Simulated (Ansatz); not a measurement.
InSe: vacancy hop by nudged elastic band (Ansatz)

Input:

```yaml
crystal:
  lattice:
    - [3.98490652, 6.90206056, 0.0]
    - [-3.98490652, 6.90206056, 0.0]
    - [0.0, -2.30068685, 8.408154]
  atoms:
    - { symbol: Se, position: [0.31151858, 0.30703191, 0.85217888] }
    - { symbol: Se, position: [0.40941207, 0.41581165, 0.48377438] }
    - { symbol: In, position: [-0.00089041, -0.00204296, -0.00214408] }
    - { symbol: In, position: [0.0613832, 0.05604357, 0.33183054] }
    - { symbol: Se, position: [0.30596559, 0.81007352, 0.84869581] }
    - { symbol: In, position: [0.00146764, 0.49965341, 0.00387772] }
    - { symbol: In, position: [0.05509554, 0.55712063, 0.33316915] }
    - { symbol: Se, position: [0.80951143, 0.30976437, 0.84854637] }
    - { symbol: Se, position: [0.91848522, 0.4143912, 0.48566909] }
    - { symbol: In, position: [0.49984338, 0.00083627, -0.00135415] }
    - { symbol: In, position: [0.55446731, 0.05482233, 0.33485942] }
    - { symbol: Se, position: [0.80790974, 0.80743521, 0.8522336] }
    - { symbol: Se, position: [0.91278303, 0.91353311, 0.48704957] }
    - { symbol: In, position: [0.49306303, 0.50272975, -0.00236848] }
    - { symbol: In, position: [0.55297969, 0.55738689, 0.33512854] }
kpoints:
  mp_grid: { grid: [2, 2, 2] }
magnetization:
  spin_polarized: false
scf:
  occupations: { method: cold, width: 0.15 }
hamiltonian:
  pseudopotentials: { kind: paw }
  xc: pbe
basis:
  ecutwfc: 420
neb:
  images: 3
  relax_end_points: true
  climbing: true
  f_tol: 0.05
  max_iterations: 40
  order_check: false
  final_atoms:
    - { symbol: Se, position: [0.41666895, -0.08909008, 0.48477955] }
    - { symbol: Se, position: [0.40941207, 0.41581165, 0.48377438] }
    - { symbol: In, position: [-0.00089041, -0.00204296, -0.00214408] }
    - { symbol: In, position: [0.0613832, 0.05604357, 0.33183054] }
    - { symbol: Se, position: [0.30596559, 0.81007352, 0.84869581] }
    - { symbol: In, position: [0.00146764, 0.49965341, 0.00387772] }
    - { symbol: In, position: [0.05509554, 0.55712063, 0.33316915] }
    - { symbol: Se, position: [0.80951143, 0.30976437, 0.84854637] }
    - { symbol: Se, position: [0.91848522, 0.4143912, 0.48566909] }
    - { symbol: In, position: [0.49984338, 0.00083627, -0.00135415] }
    - { symbol: In, position: [0.55446731, 0.05482233, 0.33485942] }
    - { symbol: Se, position: [0.80790974, 0.80743521, 0.8522336] }
    - { symbol: Se, position: [0.91278303, 0.91353311, 0.48704957] }
    - { symbol: In, position: [0.49306303, 0.50272975, -0.00236848] }
    - { symbol: In, position: [0.55297969, 0.55738689, 0.33512854] }
```

The command:

```bash
ansatz run input.yaml --threads 4 --pin off --max-ram 8192MiB --backend cpu --events-out ev --progress --plain --runs-dir out
```

Origin of the cell: a database entry, scaled a little.

The cell is 2×2×1 cells of InSe with one Se taken out; atom 1 (Se) hops into the empty site, 3.86 Å away before the end points are relaxed. All atoms were shaken by about 0.02 Å first.

Output (shortened):

```
Warning: neb: disabling space-group detection — the band's intermediate images generally break the endpoint symmetry, so no spatial operation reduces the k-mesh or symmetrises the density, ex […]
Pseudopotentials: kind: paw
Pseudopotential: Se, paw, valence charge 16, recommended cutoff 420 eV (normal), Se.paw.azcp
Pseudopotential: In, paw, valence charge 13, recommended cutoff 420 eV (normal), In.paw.azcp
Functional definition: PBE
  exchange = pbe_x(kappa = kappa, mu = beta*pi^2/3)
  correlation = pbe_c(beta = beta)
parallel-image band execution: 3 concurrent image workers
NEB image 0
Crystal: 15 atoms, lattice volume = 462.517 Å³
Basis set: ecut = 420 eV, 9045 PW (Γ), exchange–correlation on 108×108×120 points (8 copies of the dense FFT grid, shifted against one another)
Bands: 130, of which v1, the nominal top of the filled ones, is band 108 counted from 1 (107 counted from 0)
[… 6 lines left out …]
Initial density: superposition of atomic densities (neutral atoms: chi_scale 0, normalization atom), corrected by the library's trained network
Functional: x = pbe(κ = 0.804, μ = 0.219515), c = pbe(β = 0.066725)
SCF iter   1: F=—  HF=-83071.614616 eV  Δρ=2.10e-3  dr2=7.82e-2
SCF iter   2: F=—  HF=-83071.604113 eV  S|Δr|=    0.00e0  Δρ=1.41e-3  dr2=2.75e-2
SCF iter   3: F=—  HF=-83071.601658 eV  S|Δr|=    0.00e0  Δρ=9.42e-4  dr2=1.72e-2
[… 4 lines left out …]
SCF iter   8: F=—  HF=-83071.597933 eV  S|Δr|=    0.00e0  Δρ=8.77e-6  dr2=6.32e-7
SCF iter   9: F=—  HF=-83071.597933 eV  S|Δr|=    0.00e0  Δρ=3.62e-6  dr2=1.33e-7
SCF iter  10: F=-83071.597933 eV  HF=-83071.597933 eV  S|Δr|=    0.00e0  Δρ=1.62e-6  dr2=2.35e-8
NEB iter   1: max|band force component| = 8.190e-1 eV/Å  barrier→ = 2.1341 eV  barrier← = 2.1338 eV  Δτ_max = 0.2000 Å  (73 SCF iters)
NEB iter   2: max|band force component| = 7.153e-1 eV/Å  barrier→ = 1.7500 eV  barrier← = 1.7496 eV  Δτ_max = 0.2000 Å  (30 SCF iters)
NEB iter   3: max|band force component| = 4.304e-1 eV/Å  barrier→ = 1.5597 eV  barrier← = 1.5593 eV  CI = image 2  Δτ_max = 0.1964 Å  (28 SCF iters)
NEB iter   4: max|band force component| = 1.800e-1 eV/Å  barrier→ = 1.5265 eV  barrier← = 1.5262 eV  CI = image 2  Δτ_max = 0.1989 Å  (27 SCF iters)
NEB iter   5: max|band force component| = 2.038e-1 eV/Å  barrier→ = 1.5243 eV  barrier← = 1.5240 eV  CI = image 2  Δτ_max = 0.0799 Å  (27 SCF iters)
NEB iter   6: max|band force component| = 2.106e-1 eV/Å  barrier→ = 1.4936 eV  barrier← = 1.4933 eV  CI = image 2  Δτ_max = 0.0403 Å  (24 SCF iters)
NEB iter   7: max|band force component| = 1.467e-1 eV/Å  barrier→ = 1.4793 eV  barrier← = 1.4790 eV  CI = image 2  Δτ_max = 0.0811 Å  (23 SCF iters)
NEB iter   8: max|band force component| = 1.089e-1 eV/Å  barrier→ = 1.4572 eV  barrier← = 1.4568 eV  CI = image 2  Δτ_max = 0.1105 Å  (25 SCF iters)
NEB iter   9: max|band force component| = 6.345e-2 eV/Å  barrier→ = 1.4411 eV  barrier← = 1.4407 eV  CI = image 2  Δτ_max = 0.0912 Å  (25 SCF iters)
NEB iter  10: max|band force component| = 7.574e-2 eV/Å  barrier→ = 1.4369 eV  barrier← = 1.4366 eV  CI = image 2  Δτ_max = 0.0453 Å  (24 SCF iters)
NEB iter  11: max|band force component| = 4.698e-2 eV/Å  barrier→ = 1.4346 eV  barrier← = 1.4342 eV  CI = image 2  Δτ_max = 0.0190 Å  (21 SCF iters)
NEB iter  12: max|band force component| = 7.259e-2 eV/Å  barrier→ = 1.4332 eV  barrier← = 1.4328 eV  CI = image 2  Δτ_max = 0.0244 Å  (7 SCF iters)
NEB iter  13: max|band force component| = 3.386e-2 eV/Å  barrier→ = 1.4317 eV  barrier← = 1.4314 eV  CI = image 2  Δτ_max = 0.0316 Å  (22 SCF iters)
NEB iter  14: max|band force component| = 5.584e-2 eV/Å  barrier→ = 1.4300 eV  barrier← = 1.4297 eV  CI = image 2  Δτ_max = 0.0452 Å  (7 SCF iters)
NEB iter  15: max|band force component| = 2.724e-2 eV/Å  barrier→ = 1.4289 eV  barrier← = 1.4285 eV  CI = image 2  Δτ_max = 0.0367 Å  (22 SCF iters)
NEB iter  16: max|band force component| = 7.137e-2 eV/Å  barrier→ = 1.4276 eV  barrier← = 1.4272 eV  CI = image 2  Δτ_max = 0.0898 Å  (7 SCF iters)
NEB iter  17: max|band force component| = 5.216e-2 eV/Å  barrier→ = 1.4270 eV  barrier← = 1.4266 eV  CI = image 2  Δτ_max = 0.0579 Å  (24 SCF iters)
NEB iter  18: max|band force component| = 3.555e-2 eV/Å  barrier→ = 1.4264 eV  barrier← = 1.4261 eV  CI = image 2  Δτ_max = 0.0000 Å  (22 SCF iters)
--- NEB band (5 images, 18 band iterations, 438 SCF iterations, 163 more in tests of the images' electronic states and relaxations of end points) ---
  forward barrier  = 1.426443 eV
  backward barrier = 1.426074 eV
  lagrangian_above_aufbau_ev (what the smearing adds, to first order; not taken off the barriers): saddle image +0.005036 eV, end points +0.000000 and +0.000000 eV
  climbing image's point = of an order that was not read
  energies are F+E_penalty+E_count in eV, relative to image 0
  image     s (Å)  Δ vs image 0  max|band force component| (eV/Å)
      0    0.0000      0.000000                                 —
      1    1.2901      0.558111                          3.555e-2
  *   2    2.5802      1.426443                          1.512e-2
      3    4.1066      0.668467                          1.729e-2
      4    5.6330      0.000369                                 —
```

The converged band:

```json
{"image": "0", "path over all atoms (Å)": "0.00", "ΔF (eV)": "0.000", "Se x": "0.01", "y": "2.31", "z (Å)": "7.18"}
{"image": "1", "path over all atoms (Å)": "1.29", "ΔF (eV)": "0.558", "Se x": "0.19", "y": "2.01", "z (Å)": "6.58"}
{"image": "2", "path over all atoms (Å)": "2.58", "ΔF (eV)": "1.426", "Se x": "0.72", "y": "1.87", "z (Å)": "5.66"}
{"image": "3", "path over all atoms (Å)": "4.11", "ΔF (eV)": "0.668", "Se x": "1.57", "y": "1.48", "z (Å)": "4.68"}
{"image": "4", "path over all atoms (Å)": "5.63", "ΔF (eV)": "0.000", "Se x": "2.00", "y": "1.15", "z (Å)": "4.04"}
```

Relaxed start, forces in eV/Å:

```xyz
15
Lattice="3.985 6.902 0.000 -3.985 6.902 0.000 0.000 -2.301 8.408" Properties=species:S:1:pos:R:3:forces:R:3 pbc="T T T" image=0
Se    0.011    2.315    7.184   -0.001    0.001   -0.001
Se    0.051    4.613    4.003    0.000    0.001    0.000
In    0.091    0.064    0.007    0.001   -0.001   -0.003
In    0.292    0.163    2.873   -0.004   -0.001    0.001
Se   -1.997    5.785    6.908    0.000    0.004   -0.001
In   -1.997    3.457    0.067    0.000    0.001   -0.001
In   -1.996    3.444    2.842    0.000   -0.002    0.001
Se    1.989    5.741    7.187    0.001    0.001    0.003
Se    1.990    7.992    4.018    0.000    0.001    0.000
In    1.989    3.364    0.033   -0.001   -0.002    0.007
In    1.989    3.079    2.879    0.001   -0.006   -0.003
Se   -0.019    9.217    7.184    0.001    0.002    0.000
Se   -0.058   11.516    4.002    0.000    0.001    0.000
In   -0.099    6.966    0.003   -0.001   -0.001    0.000
In   -0.291    7.060    2.869    0.002    0.001    0.000
```

Highest image (2), forces in eV/Å:

```xyz
15
Lattice="3.985 6.902 0.000 -3.985 6.902 0.000 0.000 -2.301 8.408" Properties=species:S:1:pos:R:3:forces:R:3 pbc="T T T" image=2
Se    0.717    1.870    5.658   -0.003    0.002    0.004
Se    0.041    4.880    3.954    0.002   -0.007    0.000
In    0.243    0.063    0.457   -0.001    0.001    0.001
In    0.057    0.338    3.394    0.000    0.001   -0.003
Se   -1.910    5.456    7.080    0.002    0.005    0.002
In   -1.738    3.413    0.178   -0.002   -0.001    0.001
In   -2.004    3.601    2.993    0.000   -0.002   -0.001
Se    2.215    5.660    7.406    0.000    0.006    0.000
Se    1.572    8.106    3.949    0.004    0.003    0.002
In    1.962    3.348   -0.465    0.003   -0.002    0.014
In    1.869    3.383    2.638   -0.001    0.007   -0.014
Se    0.223    9.276    7.454    0.002   -0.006   -0.002
Se   -0.158   11.549    4.077   -0.003   -0.003   -0.004
In    0.156    6.200   -0.571    0.002   -0.008    0.000
In   -0.301    7.051    2.310   -0.006    0.002    0.000
```

Relaxed end, forces in eV/Å:

```xyz
15
Lattice="3.985 6.902 0.000 -3.985 6.902 0.000 0.000 -2.301 8.408" Properties=species:S:1:pos:R:3:forces:R:3 pbc="T T T" image=4
Se    2.004    1.150    4.038    0.001    0.002    0.001
Se    0.000    4.560    4.306   -0.001   -0.002    0.002
In   -0.002    0.020   -0.021    0.001   -0.002   -0.007
In   -0.001   -0.006    2.747    0.000   -0.002    0.002
Se   -1.956    5.801    7.214   -0.001   -0.001   -0.002
In   -1.704    3.637   -0.059    0.006    0.003   -0.001
In   -1.911    3.489    2.795    0.002    0.001   -0.001
Se    1.951    5.799    7.214    0.001   -0.001   -0.003
Se    1.978    8.050    4.039   -0.001    0.001    0.003
In    1.689    3.643   -0.065   -0.004    0.000    0.000
In    1.908    3.489    2.788   -0.001    0.001    0.004
Se   -0.003    9.167    7.218    0.000    0.002   -0.002
Se   -0.003   11.479    4.030   -0.001   -0.001   -0.002
In   -0.003    6.557   -0.079   -0.001    0.003   -0.002
In   -0.002    6.777    2.802    0.000   -0.004    0.007
```

Barrier of this path: 1.43 eV forwards, 1.43 eV backwards, after 18 band iterations.

Caveats: the k mesh is coarse if the cell is a metal; a small cell with a neutral vacancy and no spin, whose shape can make like sites unlike; the cell is held at a rescaled volume, and strain moves barriers; the hop was drawn among near neighbours and need not be the easiest path; few images and a loose tolerance, and neither the top nor the ends were tested for their order.

It ran for 11 min on 4 threads of Arm Neoverse V1, on a shared host, peak memory 2.5 GiB, from the program's own first density.
